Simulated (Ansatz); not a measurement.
MoS2:

```
CELL_PARAMETERS angstrom
3.22746 0.00000 0.00000
-1.61373 2.79507 0.00000
0.00000 0.00000 6.31247
ATOMIC_POSITIONS crystal
Mo 0.00000 0.00000 0.50000
S 0.66667 0.33333 0.74468
S 0.33333 0.66667 0.25532
```

Measurements of this composition are mostly on another form, of space group No. 194.

- Program: Ansatz 0.2.0
- Task: relaxation of cell and atoms
- Functional: PBEsol
- Dispersion: D3(BJ)
- Potentials or basis: Ansatz PAW
- Cutoff: 420 eV (not typed: the program's choice for these potentials)
- k mesh: 9 × 9 × 4
- Occupations: fermi-dirac, width 0.05 eV
- Spin: no spin polarisation

At the start: volume 18.98 Å³/atom.

**Question.** Where does the relaxation end?

**Answer.** It ends after 7 steps and the volume is 15.79 Å³/atom (-16.8 %); space group P-3m1 (No. 164, to 0.05 Å).

The path:
```csv
step,energy change (eV),largest force (eV/Å),volume (Å³)
1,0.0000,0.0365,56.94
2,-0.1757,0.0146,49.70
3,-0.2091,0.1011,48.00
4,-0.2154,0.3969,47.28
5,-0.2243,0.0547,47.23
6,-0.2259,0.0059,47.36
7,-0.2252,0.0056,47.36
```

Final structure:
```xyz
3
Lattice="3.1365 0.0000 0.0000 -1.5683 2.7163 0.0000 0.0000 0.0000 5.5589" Properties=species:S:1:pos:R:3 pbc="T T T"
Mo    0.0000    0.0000    2.7795
S     1.5683    0.9054    4.3488
S     0.0000    1.8109    1.2101
```

Caveat: the volume moved by over 15 % at a fixed basis, so the end points are rough; the plane-wave basis is chosen anew once the cell has moved, so the energies of steps on either side of that aren't comparable; the PAW data sets come from PBE, with cores solved anew for the run's functional, which leaves a small shift of forces and pressure.
